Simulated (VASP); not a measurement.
# Fe (Fmmm) in VASP: a series of runs, part 2 of 2

VASP 6.6.1. The steps go on from the part before.

## (3) Single point, PBEsol, collinear spin, ferromagnetic start

File INCAR:

```
  PREC = Accurate
  ENCUT = 300
  EDIFF = 1E-6
  ISMEAR = 1
  SIGMA = 0.1
  LREAL = False
  LASPH = True
  NELM = 100
  ALGO = Normal
  ISIF = 2
  LWAVE = False
  LCHARG = False
  ISPIN = 2
  MAGMOM = 3
  LORBIT = 11
  LMAXMIX = 4
  GGA = PS
  NBANDS = 14
  ADDGRID = False
```

File KPOINTS:

```
Automatic mesh
0
Gamma
  3 3 3
```

File POSCAR:

```
Fe
1.0
    0.0000000000      1.9417396906      1.9651051623
    1.4984397099      0.0000000000      1.9651051623
    1.4984397099      1.9417396906      0.0000000000
Fe
1
Direct
    0.0000000000      0.0000000000      0.0000000000
```

Potentials or basis: VASP PAW PBE potentials, release 64 (Fe).

On the command line:

```bash
$ cat potpaw_PBE.64/Fe/POTCAR > POTCAR
$ mpirun -np 1 vasp_std > vasp.out
```

OUTCAR:

```text
PREC = Accurate
   ENCUT = 300
   EDIFF = 1E-6
   ISMEAR = 1
   LREAL = False
   LASPH = True
   NELM = 100
   ISIF = 2
   ISPIN = 2
   LORBIT = 11
   GGA = PS

 Found      8 irreducible k-points:

 Following reciprocal coordinates:
            Coordinates               Weight
  0.000000  0.000000  0.000000      1.000000
  0.333333 -0.000000  0.000000      8.000000
  0.333333  0.333333  0.000000      2.000000
 -0.333333  0.333333  0.000000      4.000000
  0.333333  0.000000  0.333333      2.000000
 -0.333333  0.000000  0.333333      4.000000
   k-points           NKPTS =      8   k-points in BZ     NKDIM =      8   number of bands    NBANDS=     14
[... 290 lines left out ...]
  -------------------------------------------------------------------------------------
  Total        0.0499471      0.9019720      0.6099996     -0.0000000      0.0000000      0.0000000
  in kB        6.9980092    126.3739512     85.4661276     -0.0000000      0.0000000      0.0000000
  external PRESSURE =      72.9460293 kB  Pullay stress =       0.0000000 kB

 VOLUME and BASIS-vectors are now :
 -----------------------------------------------------------------------------
  energy-cutoff  :      300.00
  volume of cell :       11.44
      direct lattice vectors                 reciprocal lattice vectors
     0.000000000  1.941739691  1.965105162    -0.333680426  0.257501045  0.254439309
     1.498439710  0.000000000  1.965105162     0.333680426 -0.257501045  0.254439309
     1.498439710  1.941739691  0.000000000     0.333680426  0.257501045 -0.254439309

 POSITION                                       TOTAL-FORCE (eV/Angst)
 -----------------------------------------------------------------------------------
      0.00000      0.00000      0.00000         0.000000     -0.000000      0.000000
 -----------------------------------------------------------------------------------
    total drift:                               -0.000000     -0.000000     -0.000000

  FREE ENERGIE OF THE ION-ELECTRON SYSTEM (eV)
  ---------------------------------------------------
  free  energy   TOTEN  =        -8.9087490262 eV

  energy  without entropy=       -8.9073646594  energy(sigma->0) =       -8.90828757

 total charge

# of ion       s       p       d       tot
------------------------------------------
    1        0.496   0.565   6.189   7.250

 magnetization (x)

# of ion       s       p       d       tot
------------------------------------------
    1       -0.006   0.001   2.924   2.918
```

OSZICAR:

```text
N       E                     dE             d eps       ncg     rms          rms(c)
DAV:   1     0.118691565468E+02    0.11869E+02   -0.27527E+03   502   0.434E+02
DAV:   2    -0.946926061131E+01   -0.21338E+02   -0.19769E+02   514   0.947E+01
DAV:   3    -0.989252549366E+01   -0.42326E+00   -0.41645E+00   552   0.145E+01
DAV:   4    -0.989384217397E+01   -0.13167E-02   -0.13166E-02   538   0.737E-01
DAV:   5    -0.989384928624E+01   -0.71123E-05   -0.71115E-05   532   0.561E-02    0.118E+01
DAV:   6    -0.889386421081E+01    0.99999E+00   -0.86436E+00   532   0.349E+01    0.714E+00
DAV:   7    -0.892392117174E+01   -0.30057E-01   -0.39288E-01   520   0.724E+00    0.415E+00
DAV:   8    -0.891809985229E+01    0.58213E-02   -0.15485E-02   502   0.123E+00    0.196E+00
DAV:   9    -0.890952104156E+01    0.85788E-02   -0.20247E-03   502   0.464E-01    0.577E-01
DAV:  10    -0.890868032056E+01    0.84072E-03   -0.35870E-03   544   0.454E-01    0.622E-02
DAV:  11    -0.890875140648E+01   -0.71086E-04   -0.11092E-04   486   0.715E-02    0.184E-02
DAV:  12    -0.890874804906E+01    0.33574E-05   -0.22325E-06   530   0.136E-02    0.101E-02
DAV:  13    -0.890874911428E+01   -0.10652E-05   -0.13284E-06   292   0.945E-03    0.385E-03
DAV:  14    -0.890874902620E+01    0.88083E-07   -0.55320E-08   224   0.207E-03
   1 F= -.89087490E+01 E0= -.89082876E+01  d E =-.138437E-02  mag=     2.9630
```

Run time: 2.5 s. Hardware: 1 thread of Intel Xeon 6975P-C (Granite Rapids), shared host; peak memory 0.1 GiB.

The run converged, but some of its settings lie outside the range that counts as converged, so its numbers aren't taken as properties of the crystal.

What came out:

```
Free energy                                           : -8.9087 eV
Band gap on the k mesh                                : none (metal or under the smearing width)
Net moment                                            : 2.96 μB per cell
Site moments                                          : Fe +2.92 μB
Valence electrons inside the program's atomic spheres : Fe 7.25
```

Caveat: the k mesh is coarse (spacing up to 1.03 Å⁻¹), so the values aren't converged; the cutoff is under 1.25 times the usual one of these potentials, so pressure, stress and relaxed cells hold a basis-set (Pulay) error; the PAW data sets were made with another functional, which shifts forces and pressure a little.

## (4) Single point, PBEsol, collinear spin, ferromagnetic start

INCAR, as its differences from that of step 3:

```diff
@@ -1,3 +1,3 @@
   PREC = Accurate
-  ENCUT = 300
+  ENCUT = 350
   EDIFF = 1E-6
```

KPOINTS is that of step 3.

POSCAR is that of step 3.

On the command line:

```bash
$ cat potpaw_PBE.64/Fe/POTCAR > POTCAR
$ mpirun -np 1 vasp_std > vasp.out
```

Run time: 3 s. Hardware: 1 thread of Intel Xeon 6975P-C (Granite Rapids), shared host; peak memory 0.11 GiB.

These settings aren't checked as converged: the numbers below hold their error.

Results:

```
Free energy                                           : -8.9052 eV
Pressure                                              : 7.1 GPa
Band gap on the k mesh                                : none (metal or under the smearing width)
Net moment                                            : 2.96 μB per cell
Site moments                                          : Fe +2.92 μB
Valence electrons inside the program's atomic spheres : Fe 7.25
```

Caveat: the k mesh is coarse (spacing up to 1.03 Å⁻¹), so the values aren't converged; the PAW data sets were made with another functional, which shifts forces and pressure a little.

## (5) Single point, PBEsol, collinear spin, ferromagnetic start

INCAR, as its differences from that of step 4:

```diff
@@ -1,3 +1,3 @@
   PREC = Accurate
-  ENCUT = 350
+  ENCUT = 400
   EDIFF = 1E-6
```

KPOINTS is that of step 4.

POSCAR is that of step 4.

On the command line:

```bash
$ cat potpaw_PBE.64/Fe/POTCAR > POTCAR
$ mpirun -np 1 vasp_std > vasp.out
```

Run time: 3.3 s. Hardware: 1 thread of Intel Xeon 6975P-C (Granite Rapids), shared host; peak memory 0.11 GiB.

These settings aren't checked as converged: the numbers below hold their error.

Results:

| Quantity | Value |
| --- | --- |
| Free energy | -8.9000 eV |
| Pressure | 7.0 GPa |
| Band gap on the k mesh | none (metal or under the smearing width) |
| Net moment | 2.96 μB per cell |
| Site moments | Fe +2.92 μB |
| Valence electrons inside the program's atomic spheres | Fe 7.26 |

Caveat: the k mesh is coarse (spacing up to 1.03 Å⁻¹), so the values aren't converged; the PAW data sets were made with another functional, which shifts forces and pressure a little.
